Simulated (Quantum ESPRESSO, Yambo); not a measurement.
# As (buckled honeycomb monolayer): G0W0 with Yambo, start to end, part 3 of 3

Wanted: ground state, empty states, screening and self-energy for As (buckled honeycomb monolayer).

Quantum ESPRESSO 7.5 and Yambo 5.3.0; PBE and many-body steps on it, plane waves. Known limits of the many-body steps: not at the basis limit; no spin-orbit coupling.

So far. Step 3 (Bands along the symmetry lines): The gap is 1.630 eV, −0.015 eV from the run before at this level. Step 4 (Empty states on the mesh, 6×6×1 mesh, 97 bands): On this mesh the gap is 1.646 eV.

## 6. Screening and self-energy, 6×6×1 mesh, 97 bands, screening to 108.8 eV

G0W0 replaces the xc potential by the self-energy, built once from these orbitals. Only a window of levels is corrected, while the sums run over the empty bands that the input names.

This step: G0W0 on PBE, plane waves, norm-conserving pseudopotentials.

gw1.in reads:

```
HF_and_locXC
gw0
dyson
ppa
em1d
rim_cut
rim_w
RandQpts= 3000000
RandGvec= 100 RL
CUTGeo= "slab z"
RandGvecW= 9 RL
EXXRLvcs= 100 Ry
VXCRLvcs= 400 Ry
Chimod= "HARTREE"
% BndsRnXp
 1 | 97 |
%
NGsBlkXp= 8 Ry
% LongDrXp
 1 | 1 | 0 |
%
% GbndRnge
 1 | 97 |
%
DysSolver= "n"
ExtendOut
PPAPntXp= 27.21138 eV
% QPkrange
 1 | 1 | 22 | 25 |
 3 | 3 | 22 | 25 |
%
```

Command:

```bash
> OMP_NUM_THREADS=2 mpirun -n 4 yambo -F gw1.in -J gw1 -C gw1 > gw1.log
```

The log of the run:

```text
 Yambo, version 5.3.0

 [02] CORE Variables Setup
 =========================

  [... cell, symmetries and grids as in the set-up ...]

  [02.05] Energies & Occupations
  ==============================

  [X] === General ===
  [X] Electronic Temperature                        :  0.000000  0.000000 [eV K]
  [X] Bosonic    Temperature                        :  0.000000  0.000000 [eV K]
  [X] Finite Temperature mode                       : no
  [X] El. density                                   :  0.29092E+24 [cm-3]
  [X] Fermi Level                                   : -0.908984 [eV]

  [X] === Gaps and Widths ===
  [X] Conduction Band Min                           :  1.645614 [eV]
  [X] Valence Band Max                              :  0.000000 [eV]
  [X] Filled Bands                                  :  23
  [X] Empty Bands                                   :   24   97
  [X] Direct Gap                                    :  1.948162 [eV]
  [X] Direct Gap localized at k                     :  1
  [X] Indirect Gap                                  :  1.645614 [eV]
  [X] Indirect Gap between kpts                     :  1  3
  [X] Last valence band width                       :  1.964014 [eV]
  [X] 1st conduction band width                     :  1.151044 [eV]

 [03] Transferred momenta grid and indexing
 ==========================================

 IBZ Q-points                                      :   7
 BZ  Q-points                                      :   36

 K/Q-points units:
 rlu = crystal or reduced units; cc = cartesian coordinates; iku = interal k-units

 Q [1]          [rlu]:  0.000000  0.000000  0.000000
 Q [2]          [rlu]: -0.10630E-16  0.16667       0.0000
 Q [3]          [rlu]: -0.21260E-16  0.33333       0.0000
 Q [4]          [rlu]:  0.31890E-16 -0.50000       0.0000
 Q [5]          [rlu]:  0.166667  0.166667  0.000000
 Q [6]          [rlu]:  0.166667  0.333333  0.000000
 Q [7]          [rlu]:  0.333333  0.333333  0.000000

 [04] Coloumb potential Random Integration (RIM)
 ===============================================

 Performing RIM of v_slab

  [04.01] RIM initialization
  ==========================

  * Diagonal components only detected *

  8 x (sBL volume)        :  0.051660 [a.u.]
  sBZ random points       :  3000000
  Points outside the sBZ  :  24000829
  RL volume               :  0.232469 [a.u.]
  Integrated volume       :  0.232461 [a.u.]

  [04.02] RIM integrals
  =====================

  Gamma point sphere radius             :  0.041605 [a.u.]
  Points outside the sphere             :  2398884
  [Int_sBZ(q=0) 1/q^2]*(Vol_sBZ)^(-1/3) =:  7.487296
                                 should be <:  7.795600

  Summary of Coulomb integrals for non-metallic bands |Q|[au] RIM/Bare

  Q [1] 0.100000E-4 0.960452 * Q [2] 0.177190 0.997483
  Q [5] 0.306902 1.024611 * Q [3] 0.354380 1.023541
  Q [6] 0.468801 1.017709 * Q [4] 0.531570 1.014578
  Q [7] 0.613804 1.011396
  Non-periodic chartesian directions : none
  Optical renormalization            :  26.45617 [au]
  Polarizability dimension           : length

 [05] Coloumb potential CutOffslab
 =================================

 Cut directionsZ
 Slab Cutoff:Z
 Symmetry test passed : yes

 [06] Dipoles
 ============

  [06.01] Setup: observables and procedures
  =========================================

 [07] Dynamic Dielectric Matrix (PPA)
 ====================================

 [WR./gw1//ndb.pp]---------------------------------------------------------------
  Brillouin Zone Q/K grids (IBZ/BZ)                :    7   36    7   36
  RL vectors                                       :  21365 [WF]
  Coulomb cutoff potential                         : slab z
  Electronic Temperature                           :  0.000000 [K]
  Bosonic    Temperature                           :  0.000000 [K]
  PPA    diel. fun.  energies                      : Perdew, Burke & Ernzerhof(X)+Perdew, Burke & Ernzerhof(C)
  wavefunctions                                    : Perdew, Burke & Ernzerhof(X)+Perdew, Burke & Ernzerhof(C)
  Global Gauge                                     : length
  X matrix size                                    :   403
  X band range                                     :    1   97
  X e/h energy range                               : -1.000000 -1.000000 [eV]
  X Time ordering                                  : R
  X Hxc Kernel                                     : HARTREE
  X Drude frequency                                :  0.000000  0.000000
  X poles                                          :  100.0000 [o/o]
  RL vectors in the sum                            :  21365
  [r,Vnl] included                                 : yes
  Field direction                                  :  0.707107E-5  0.707107E-5   0.00000
  BZ energy Double Grid                            : no
  BZ energy DbGd points                            : 0
  BZ Q point size factor                           : -1.000000
  X Optical Averaged directions                    : none

 [08] Local Exchange-Correlation + Non-Local Fock
 ================================================

 [VXC] Plane waves :  144181
 [EXS] Plane waves :  18025

 QP @ state[ 1 ] K range:  1  1
 QP @ state[ 1 ] b range:  22  25
 QP @ state[ 2 ] K range:  3  3
 QP @ state[ 2 ] b range:  22  25

 [xc] Functional : Perdew, Burke & Ernzerhof(X)+Perdew, Burke & Ernzerhof(C)
 [xc] LIBXC used to calculate xc functional
  PP Number of Atomic Species                      :  1
  NLCC RL compoments                               :  144181
  PP Number of Atomic Species                      :  1
  NLCC RL compoments                               :  144181

 [xc] E_xc :  -47.81823 [Ha]
      E_xc :  -95.63647 [Ry]

  Local XC kind (lXC) : Perdew, Burke & Ernzerhof(X)+Perdew, Burke & Ernzerhof(C)
  Non-Local XC kind (nlXC) : Hartree-Fock

  Corrections @ K [1] :  [eV]
 <22|nlXC|22> = -15.29560  0.15206E-16 <22|lXC|22> = -14.05400  0.37763E-15
 <23|nlXC|23> = -15.29565  0.86626E-17 <23|lXC|23> = -14.05400  0.94408E-16
 <24|nlXC|24> = -8.947748  0.36584E-17 <24|lXC|24> = -12.75027  0.37763E-15
 <25|nlXC|25> = -8.849165  0.13442E-17 <25|lXC|25> = -13.27563 -0.18882E-15

  Corrections @ K [3] :  [eV]
 <22|nlXC|22> = -15.32122 -0.68800E-17 <22|lXC|22> = -13.35911 -0.18882E-15
 <23|nlXC|23> = -14.51672  0.23356E-16 <23|lXC|23> = -12.57056  0.94408E-16
 <24|nlXC|24> = -7.601241  0.42334E-17 <24|lXC|24> = -11.00366  0.000000
 <25|nlXC|25> = -6.559484 -0.24991E-17 <25|lXC|25> = -10.79249  0.14161E-15

 [09] Dyson equation: Newton solver
 ==================================

  [09.01] RIM-W interpolation
  ===========================

  [WARNING] RIM-W works only for 2D semiconductors with slab cutoff
  Found compatible q grid: 2D
  q_min[ 1 ]:  0.16667      0.29894E-11   0.0000     [rlu]
   0.166667  0.083333  0.000000 [iku]
  q_min[ 2 ]:  0.61536E-11  0.16667       0.0000     [rlu]
   0.61536E-11  0.16667       0.0000     [iku]
  G-vectors :   9
  G-vectors loaded:   63
  Number of interpolated frequencies:  2

  Evaluating coefficients q = 0
  Evaluating coefficients q = 0

  [09.02] RIM-W integrals
  =======================

  8 x (sBL volume)        :  0.051660 [a.u.]
  sBZ random points       :  3000000
  Points outside the sBZ  :  24000829
  RL volume               :  0.232469 [a.u.]
  Integrated volume       :  0.232461 [a.u.]

  [09.03] RIM integrals
  =====================

  Comparison between head Wc = W - v averages: < Wc > [au] RIM-W/RIM

   < -Wc [Q = 1] > 0.364112E-1 0.483132E-4 * < -Wc [Q = 2] > 0.005331 0.005141
   < -Wc [Q = 3] > 0.976389E-3 0.955225E-3 * < -Wc [Q = 4] > 0.326183E-3 0.322334E-3
   < -Wc [Q = 5] > 0.001433 0.001399 * < -Wc [Q = 6] > 0.469478E-3 0.464476E-3
   < -Wc [Q = 7] > 0.218579E-3 0.217115E-3

  Comparison between head Wc = W - v averages: < Wc > [au] RIM-W/RIM

   < -Wc [G = 1,G`=0] > 0.364112E-1 0.483132E-4 * < -Wc [G = 2,G`=0] >-0.002020 0.000000
   < -Wc [G = 3,G`=0] >-0.002020 0.000000 * < -Wc [G = 4,G`=0] > 0.698883E-4  0.00000
   < -Wc [G = 5,G`=0] > 0.698676E-4  0.00000 * < -Wc [G = 6,G`=0] > 0.508232E-4  0.00000
   < -Wc [G = 7,G`=0] > 0.508490E-4  0.00000 * < -Wc [G = 8,G`=0] >-0.165367E-4  0.00000
   < -Wc [G = 9,G`=0] >-0.165389E-4  0.00000

 [10] G0W0 (W PPA)
 =================

 [  GW  ] Bands range     :    1   97
 [GW/PPA] G damping       :  0.100000 [eV]

 QP @ state[ 1 ] K range:  1  1
 QP @ state[ 1 ] b range:  22  25
 QP @ state[ 2 ] K range:  3  3
 QP @ state[ 2 ] b range:  22  25

  Sc/G bands                                       :    1   97
  Sc/G damping                                     :  0.100000 ev
  Sc bands terminator                              : no
  Sx RL components                                 :  18025

  QP @ state[ 1 ] K range                          :  1  1
  QP @ state[ 1 ] b range                          :  22  25
  QP @ state[ 2 ] K range                          :  3  3
  QP @ state[ 2 ] b range                          :  22  25
  GF energies kind                                 : Perdew, Burke & Ernzerhof(X)+Perdew, Burke & Ernzerhof(C)
  GF WF`s kind                                     : Perdew, Burke & Ernzerhof(X)+Perdew, Burke & Ernzerhof(C)
  Xs energies kind                                 : Perdew, Burke & Ernzerhof(X)+Perdew, Burke & Ernzerhof(C)
  Xs WF`s kind                                     : Perdew, Burke & Ernzerhof(X)+Perdew, Burke & Ernzerhof(C)

 [14] Game Over & Game summary
```

It took 2.2 min on 4 MPI ranks of Arm Neoverse V2, shared host; peak memory 3.8 GiB.

Numbers from this step:

* G0W0 gap on the points computed: 2.549 eV
* starting gap on the mesh: 1.646 eV
* k of the valence top: 0, 0, 0
* k of the conduction bottom: 0, 0.3333, 0
* least direct G0W0 gap on the computed points: 3.037 eV
* Z at the valence top: 0.7367
* Z at the conduction bottom: 0.7438

The gap on the mesh goes from 1.65 eV to 2.55 eV, a correction of +0.90 eV.

Limits: finite bands, cutoff and mesh; no spin-orbit coupling. v1 is the top filled band, c1 the lowest empty one. The levels before and after the correction (eV, zero at the valence-band top of each column):

```
           conduction bottom  valence top
Kohn-Sham               1.65         0.00
     G0W0               2.55         0.00
```

|  | level | energy (eV) |
| --- | --- | --- |
| Kohn-Sham | Γ v2-v1 | 0.000 |
| Kohn-Sham | Γ c1 | 1.948 |
| Kohn-Sham | Γ c2 | 3.500 |
| Kohn-Sham | (0 0.333 0) v2 | -1.527 |
| Kohn-Sham | (0 0.333 0) v1 | -0.745 |
| Kohn-Sham | (0 0.333 0) c1 | 1.646 |
| Kohn-Sham | (0 0.333 0) c2 | 3.865 |
| G0W0 | Γ v2-v1 | 0.000 |
| G0W0 | Γ c1 | 3.037 |
| G0W0 | Γ c2 | 4.758 |
| G0W0 | (0 0.333 0) v2 | -1.666 |
| G0W0 | (0 0.333 0) v1 | -1.004 |
| G0W0 | (0 0.333 0) c1 | 2.549 |
| G0W0 | (0 0.333 0) c2 | 4.857 |

## 7. Where the time went

Times are wall times on the hardware named with each run, good to a factor of about two.

| step | time | share | memory (GiB) |
| --- | --- | --- | --- |
| ground state | 28 s | 15 % | 1.4 |
| bands along the symmetry lines | 10 s | 5 % | 1.1 |
| empty states on the mesh | 16 s | 9 % | 1.1 |
| conversion and set-up | 2.2 s | 1 % | 0.26 |
| screening and self-energy | 2.2 min | 70 % | 3.8 |

## 8. Outcome

* PBE gap: 1.63 eV, indirect
* G0W0 gap on the mesh: 2.55 eV
* GW settings: 6×6×1 mesh, 97 bands, screening to 108.8 eV, Godby-Needs plasmon pole
* known limits: not at the basis limit; no spin-orbit coupling

In words: G0W0 moves the gap on the mesh from 1.65 eV to 2.55 eV (+0.90 eV), with Z of 0.74 and 0.74 at the edges. Only 2 of the mesh's irreducible points were corrected, so a valley elsewhere could overtake. The dearest step here is «screening and self-energy». Bands and cutoff are finite, so the gap is not at the basis limit. The miss can reach some tenths of an eV and take either sign; the mesh is an error of its own. In the G0W0 run levels were corrected at 2 k points alone, so a gap called «on the mesh» is the least over those, and an edge elsewhere would be missed. The many-body steps are scalar-relativistic: spin-orbit coupling is not in them.

[Paths, hosts, dates, memory and timing lines, banners, echoed tables and standing remarks are left out of the program output.]

[Logs are printed without paths, hosts, clocks, repeated set-up lines and the standing remarks that a program may print on its own settings, such as how far it seeks lower states.]

[Runs of the session that timed out or met a known fault of the program may be left out.]

[Hosts, paths, dates, database ids (printed as entryN), source tags and the programs' standing remarks are cut or masked in the printed files.]
